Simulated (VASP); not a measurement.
The system is C.

```
C
1.0
     0.00000    1.78337    1.78337
     1.78337    0.00000    1.78337
     1.78337    1.78337    0.00000
C
2
Direct
  0.75000 0.75000 0.75000
  0.50000 0.50000 0.50000
```

This isn't the form of C at room conditions, which is graphite.

Base run:

```yaml
Program: VASP 6.6.1
Functional: M06-L
Potentials_or_basis: VASP PAW PBE potentials, release 64 (C)
Cutoff: 520 eV
k_mesh: 13 × 13 × 13
Occupations: fermi-dirac, width 0.05 eV
Spin: no spin polarisation
```

Its results: band gap on the k mesh 4.61 eV, indirect (least direct gap 6.16 eV); pressure -7.7 GPa.

Q: The run is repeated on the same cell with these changes: functional from M06-L to revTPSS. What comes out?

A: Band gap on the k mesh 4.02 eV, indirect (least direct gap 5.76 eV); pressure -1.6 GPa.

Caveats: the PAW data sets were made with another functional, which shifts forces and pressure a little.
